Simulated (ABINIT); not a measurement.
# HfB2 (P6/mmm) in ABINIT: convergence with smearing width

Aim: find how far smearing width must go before the results for HfB2 settle, at PBE. This setting moves, with any that are tied to it; all else stays.

Program: ABINIT 10.8.3 (patched build). These are calculated values, not measurements. Logs are shortened: lines on timing, memory, paths and dates and some standing lists are left out, and cuts for length are marked. The log counts tension as positive stress, the text compression.

### Step 1. Starting point

Symmetry: P6/mmm, No. 191, hexagonal system. The conventional cell has a = 3.140 Å, b = 3.140 Å, c = 3.480 Å, α = 90.00°, β = 90.00°, γ = 120.00°. Hf (site symmetry 6/mmm) has 12 B at 2.51 Å as nearest neighbours. Around B (site symmetry -6m2) lie 3 B at 1.81 Å.

### Step 2. With smearing width 0.272 eV

Contents of run.abi:

```
pp_dirpath "./"
pseudos "Hf.GGA_PBE-JTH.xml, B.GGA_PBE-JTH.xml"

acell 3*1.0 Angstrom
rprim
     3.1400000000     0.0000000000     0.0000000000
    -1.5700000000     2.7193197679     0.0000000000
     0.0000000000     0.0000000000     3.4800000000
ntypat 2
znucl 72 5
natom 3
typat 1 2 2
xcart
     0.0000000000     0.0000000000     0.0000000000
     2.9668700160     1.7129232020     3.2881234568
    -0.0000000003     3.4258464046     3.2881234568

ecut 517.016339 eV
pawecutdg 38.0
pawxcdev 0

kptopt 1
ngkpt 10 10 8
nshiftk 1
shiftk 0.0 0.0 0.0

ixc 11

nband 13
occopt 3
tsmear 0.272 eV

nstep 100
tolvrs 1.0e-9

iomode 3
prtwf 0
prtden 0
prteig 0
prtebands 0
enunit 2
```

Potentials or basis: JTH PAW PBE v2.0.

Started as:

```sh
abinit run.abi > log 2>&1
```

run.abo:

```text
.Version 10.8.3 of ABINIT
 Symmetries : space group P6/m m m (#191); Bravais hP (primitive hexag.)
================================================================================
 Values of the parameters that define the memory need of the present run
     intxc =       0    ionmov =       0      iscf =      17    lmnmax =      18
     lnmax =       6     mgfft =      27  mpssoang =       3    mqgrid =    3001
     natom =       3  nloc_mem =       2    nspden =       1   nspinor =       1
    nsppol =       1      nsym =      24    n1xccc =       1    ntypat =       2
    occopt =       3   xclevel =       2
       mpw =         803          nfft =       15552          nkpt =          70
 PAW method is used; the additional fine FFT grid is defined by:
   mgfftf=        40    nfftf =     51840
================================================================================
================================================================================

--------------------------------------------------------------------------------
------------- Echo of variables that govern the present computation ------------
--------------------------------------------------------------------------------
 -outvars: echo values of preprocessed input variables --------
            acell      1.8897261259E+00  1.8897261259E+00  1.8897261259E+00 Bohr
              amu      1.78490000E+02  1.08110000E+01
             ecut      1.90000000E+01 Hartree
           enunit           2
                       outvar_i_n : Printing only first  50 k-points.
              ixc          11
                       outvar_i_n : Printing only first  50 k-points.
         kptrlatt       10    0    0      0   10    0      0    0    8
          kptrlen      5.26099753E+01
            natom           3
            nband          13
            ngfft          24      24      27
          ngfftdg          36      36      40
             nkpt          70
            nstep         100
             nsym          24
           ntypat           2
                       prtocc : prtvol=0, do not print more k-points.
           occopt           3
        pawecutdg      3.80000000E+01 Hartree
         pawxcdev           0
           prtden           0
        prtebands           0
           prteig           0
            prtwf           0
            rprim      3.1400000000E+00  0.0000000000E+00  0.0000000000E+00
                      -1.5700000000E+00  2.7193197679E+00  0.0000000000E+00
                       0.0000000000E+00  0.0000000000E+00  3.4800000000E+00
          spgroup         191
           tolvrs      1.00000000E-09
           tsmear      9.99581563E-03 Hartree
            typat      1  2  2
           useylm           1
                       outvars : Printing only first  50 k-points.
           xangst      0.0000000000E+00  0.0000000000E+00  0.0000000000E+00
                       1.5700000000E+00  9.0643992263E-01  1.7400000000E+00
                       2.0232291478E-17  1.8128798453E+00  1.7400000000E+00
            xcart      0.0000000000E+00  0.0000000000E+00  0.0000000000E+00
                       2.9668700177E+00  1.7129232034E+00  3.2881234591E+00
                       3.8233489794E-17  3.4258464067E+00  3.2881234591E+00
             xred      0.0000000000E+00  0.0000000000E+00  0.0000000000E+00
                       6.6666666667E-01  3.3333333333E-01  5.0000000000E-01
                       3.3333333333E-01  6.6666666667E-01  5.0000000000E-01
            znucl       72.00000    5.00000

================================================================================

 chkinp: Checking input parameters for consistency.

================================================================================
== DATASET  1 ==================================================================

--- !DatasetInfo
iteration_state: {dtset: 1, }
dimensions: {natom: 3, nkpt: 70, mband: 13, nsppol: 1, nspinor: 1, nspden: 1, mpw: 803, }
cutoff_energies: {ecut:  19.0, pawecutdg:  38.0, }
[... 109 lines left out ...]

 ----iterations are completed or convergence reached----

 Mean square residual over all n,k,spin=   96.294E-07; max=  11.398E-04
 reduced coordinates (array xred) for    3 atoms
       0.000000000000      0.000000000000      0.000000000000
       0.666666666667      0.333333333333      0.500000000000
       0.333333333333      0.666666666667      0.500000000000
 rms dE/dt=  4.3452E-29; max dE/dt=  6.7316E-29; dE/dt below (all hartree)
    1       0.000000000000      0.000000000000      0.000000000000
    2       0.000000000000      0.000000000000      0.000000000000
    3      -0.000000000000     -0.000000000000      0.000000000000

 cartesian coordinates (angstrom) at end:
    1      0.00000000000000     0.00000000000000     0.00000000000000
    2      1.57000000000000     0.90643992263333     1.74000000000000
    3      0.00000000000000     1.81287984526667     1.74000000000000

 cartesian forces (hartree/bohr) at end:
    1     -0.00000000000000    -0.00000000000000    -0.00000000000000
    2     -0.00000000000000    -0.00000000000000    -0.00000000000000
    3      0.00000000000000     0.00000000000000    -0.00000000000000
 frms,max,avg= 9.6822017E-30 1.5282936E-29   0.000E+00  0.000E+00  0.000E+00 h/b

 cartesian forces (eV/Angstrom) at end:
    1     -0.00000000000000    -0.00000000000000    -0.00000000000000
    2     -0.00000000000000    -0.00000000000000    -0.00000000000000
    3      0.00000000000000     0.00000000000000    -0.00000000000000
 frms,max,avg= 4.9787883E-28 7.8588015E-28   0.000E+00  0.000E+00  0.000E+00 e/A
 length scales=  1.889726125908  1.889726125908  1.889726125908 bohr
              =  1.000000000000  1.000000000000  1.000000000000 angstroms
 Fermi (or HOMO) energy (hartree) =   0.11428   Average Vxc (hartree)=  -0.46553
 Eigenvalues (hartree) for nkpt=  70  k points:
 kpt#   1, nband= 13, wtk=  0.00125, kpt=  0.0000  0.0000  0.0000 (reduced coord)
  -2.15291   -1.00883   -0.99074   -0.99074   -0.38938    0.00556    0.00945    0.00945
   0.01349    0.26465    0.26482    0.28849    0.29032
      occupation numbers for kpt#   1
   2.00000    2.00000    2.00000    2.00000    2.00000    1.99996    1.99994    1.99994
   1.99992    0.00000    0.00000    0.00000    0.00000
 prteigrs : prtvol=0 or 1, do not print more k-points.

 Fermi (or HOMO) energy (eV) =   3.10965   Average Vxc (eV)= -12.66775
 Eigenvalues (   eV  ) for nkpt=  70  k points:
 kpt#   1, nband= 13, wtk=  0.00125, kpt=  0.0000  0.0000  0.0000 (reduced coord)
 -58.58380  -27.45155  -26.95930  -26.95930  -10.59561    0.15126    0.25713    0.25713
   0.36721    7.20139    7.20610    7.85027    7.90012
 prteigrs : prtvol=0 or 1, do not print more k-points.

--- !EnergyTerms
iteration_state     : {dtset: 1, }
comment             : Components of total free energy in Hartree
kinetic             :  8.98870337452780E+00
hartree             :  5.69848321566281E+00
xc                  : -1.14029038012256E+01
Ewald energy        : -4.88499196613021E+01
psp_core            :  9.08591733566840E+00
local_psp           :  2.21638015980384E-01
PAW spherical_terms : -1.96110498647395E+01
internal            : -5.58691313854279E+01
'-kT*entropy'       : -2.97854877377276E-03
total_energy        : -5.58721099342017E+01
total_energy_eV     : -1.52035756379747E+03
...

--- !EnergyTermsDC
iteration_state     : {dtset: 1, }
comment             : '"Double-counting" decomposition of free energy'
band_energy         : -1.12636998012733E+01
Ewald energy        : -4.88499196613021E+01
psp_core            :  9.08591733566840E+00
xc_dc               : -1.02014407027302E+01
PAW spherical_terms :  5.36000255427003E+00
internal            : -5.58691402753672E+01
'-kT*entropy'       : -2.97854877377276E-03
total_energy_dc     : -5.58721188241410E+01
total_energy_dc_eV  : -1.52035780570505E+03
...

--- !EnergyTermsWithPAWCore
iteration_state     : {dtset: 1, }
comment             : 'Components of total free energy, including PAW core contributions'
Total energy        : -1.51282982569205E+04
Total energy DC     : -1.51282982658105E+04
Total energy (eV)   : -4.11661967113465E+05
Total energy DC (eV): -4.11661967355373E+05
...

 Cartesian components of stress tensor (hartree/bohr^3)
  sigma(1 1)= -4.79270991E-05  sigma(3 2)=  0.00000000E+00
  sigma(2 2)= -4.79270996E-05  sigma(3 1)=  0.00000000E+00
  sigma(3 3)= -5.15923691E-05  sigma(2 1)=  0.00000000E+00

-Cartesian components of stress tensor (GPa)         [Pressure=  1.4460E+00 GPa]
- sigma(1 1)= -1.41006394E+00  sigma(3 2)=  0.00000000E+00
- sigma(2 2)= -1.41006395E+00  sigma(3 1)=  0.00000000E+00
- sigma(3 3)= -1.51789991E+00  sigma(2 1)=  0.00000000E+00

== END DATASET(S) ==============================================================
================================================================================

 -outvars: echo values of variables after computation  --------
            acell      1.8897261259E+00  1.8897261259E+00  1.8897261259E+00 Bohr
           etotal     -5.5872118824E+01
            fcart     -1.8907729408E-30 -1.0916382663E-30 -0.0000000000E+00
                      -1.3235410585E-29 -1.4191297462E-29 -0.0000000000E+00
                       1.5126183526E-29  1.5282935729E-29 -0.0000000000E+00
            rprim      3.1400000000E+00  0.0000000000E+00  0.0000000000E+00
                      -1.5700000000E+00  2.7193197679E+00  0.0000000000E+00
                       0.0000000000E+00  0.0000000000E+00  3.4800000000E+00
           strten     -4.7927099083E-05 -4.7927099644E-05 -5.1592369143E-05
                       0.0000000000E+00  0.0000000000E+00  0.0000000000E+00
           xangst      0.0000000000E+00  0.0000000000E+00  0.0000000000E+00
                       1.5700000000E+00  9.0643992263E-01  1.7400000000E+00
                       2.0232291478E-17  1.8128798453E+00  1.7400000000E+00
             xred      0.0000000000E+00  0.0000000000E+00  0.0000000000E+00
                       6.6666666667E-01  3.3333333333E-01  5.0000000000E-01
                       3.3333333333E-01  6.6666666667E-01  5.0000000000E-01
 Calculation completed.
```

It took 17 s on 1 thread of Arm Neoverse V2, shared host; peak memory 0.12 GiB.

Results:

```yaml
Free_energy: -1520.3578 eV
Pressure: 1.4 GPa
Band_gap_on_the_k_mesh: none (metal or under the smearing width)
Valence_electrons_inside_the_program's_atomic_spheres: Hf 9.70; B 1.86
```

### Step 3. With smearing width 0.2 eV

Edit run.abi of step 2 so:

```diff
@@ -30,3 +30,3 @@
 occopt 3
-tsmear 0.272 eV
+tsmear 0.2 eV
```

Potentials or basis: JTH PAW PBE v2.0.

Started as:

```sh
abinit run.abi > log 2>&1
```

It took 16 s on 1 thread of Arm Neoverse V2, shared host; peak memory 0.12 GiB.

The run converged. Its results:

```yaml
Free_energy: -1520.3401 eV
Pressure: 1.3 GPa
Band_gap_on_the_k_mesh: none (metal or under the smearing width)
Valence_electrons_inside_the_program's_atomic_spheres: Hf 9.70; B 1.86
```

### Step 4. With smearing width 0.136 eV

Edit run.abi of step 3 so:

```diff
@@ -30,3 +30,3 @@
 occopt 3
-tsmear 0.2 eV
+tsmear 0.136 eV
```

Started as:

```sh
abinit run.abi > log 2>&1
```

Wall time 16 s (1 thread of Arm Neoverse V2, shared host); peak memory 0.12 GiB.

Results (log left out):

* Free energy: -1520.3298 eV
* Pressure: 1.3 GPa
* Band gap on the k mesh: none (metal or under the smearing width)
* Valence electrons inside the program's atomic spheres: Hf 9.70; B 1.86

### Step 5. With smearing width 0.1 eV

Edit run.abi of step 4 so:

```diff
@@ -30,3 +30,3 @@
 occopt 3
-tsmear 0.136 eV
+tsmear 0.1 eV
```

Started as:

```sh
abinit run.abi > log 2>&1
```

Wall time 16 s (1 thread of Arm Neoverse V2, shared host); peak memory 0.12 GiB.

Results (log left out):

```yaml
Free_energy: -1520.3258 eV
Pressure: 1.2 GPa
Band_gap_on_the_k_mesh: none (metal or under the smearing width)
Valence_electrons_inside_the_program's_atomic_spheres: Hf 9.70; B 1.86
```

### Step 6. With smearing width 0.05 eV

Edit run.abi of step 5 so:

```diff
@@ -30,3 +30,3 @@
 occopt 3
-tsmear 0.1 eV
+tsmear 0.05 eV
```

Potentials or basis: JTH PAW PBE v2.0.

Started as:

```sh
abinit run.abi > log 2>&1
```

Wall time 16 s (1 thread of Arm Neoverse V2, shared host); peak memory 0.12 GiB.

Results (log left out):

```yaml
Free_energy: -1520.3222 eV
Pressure: 1.2 GPa
Band_gap_on_the_k_mesh: none (metal or under the smearing width)
Valence_electrons_inside_the_program's_atomic_spheres: Hf 9.70; B 1.86
```

### Step 7. With smearing width 0.025 eV

Edit run.abi of step 6 so:

```diff
@@ -30,3 +30,3 @@
 occopt 3
-tsmear 0.05 eV
+tsmear 0.025 eV
```

Started as:

```sh
abinit run.abi > log 2>&1
```

Run time: 16 s. Hardware: 1 thread of Arm Neoverse V2, shared host; peak memory 0.12 GiB.

Results (log left out):

| Item | Value |
| --- | --- |
| Free energy | -1520.3210 eV |
| Pressure | 1.2 GPa |
| Band gap on the k mesh | none (metal or under the smearing width) |
| Valence electrons inside the program's atomic spheres | Hf 9.70; B 1.86 |

### Step 8. With smearing width 0.01 eV

Edit run.abi of step 7 so:

```diff
@@ -30,3 +30,3 @@
 occopt 3
-tsmear 0.025 eV
+tsmear 0.01 eV
```

Started as:

```sh
abinit run.abi > log 2>&1
```

It took 17 s on 1 thread of Arm Neoverse V2, shared host; peak memory 0.12 GiB.

Results (log left out):

- Free energy: -1520.3204 eV
- Pressure: 1.2 GPa
- Band gap on the k mesh: none (metal or under the smearing width)
- Valence electrons inside the program's atomic spheres: Hf 9.70; B 1.86

### Step 9. Summary

| smearing width | energy less the tightest run, at zero smearing (meV/atom) | pressure (GPa) | SCF cycles | CPU time (s) | peak memory (GiB) |
| --- | --- | --- | --- | --- | --- |
| 0.272 eV | 0.96 | 1.45 | 9 | 17 | 0.12 |
| 0.2 eV | -0.07 | 1.31 | 9 | 16 | 0.12 |
| 0.136 eV | -0.29 | 1.25 | 9 | 16 | 0.12 |
| 0.1 eV | -0.28 | 1.23 | 9 | 16 | 0.12 |
| 0.05 eV | -0.24 | 1.22 | 9 | 16 | 0.12 |
| 0.025 eV | -0.09 | 1.21 | 9 | 16 | 0.12 |
| 0.01 eV | 0.00 | 1.21 | 9 | 16 | 0.12 |

Against the tightest run, the energy stays within 1 meV/atom from 0.272 eV on; the pressure stays within 0.1 GPa from 0.136 eV on. Narrower smearing needs a denser k mesh, so at a fixed mesh the narrowest width isn't the most accurate. The tightest run that finished is the yardstick and may itself not be fully converged.
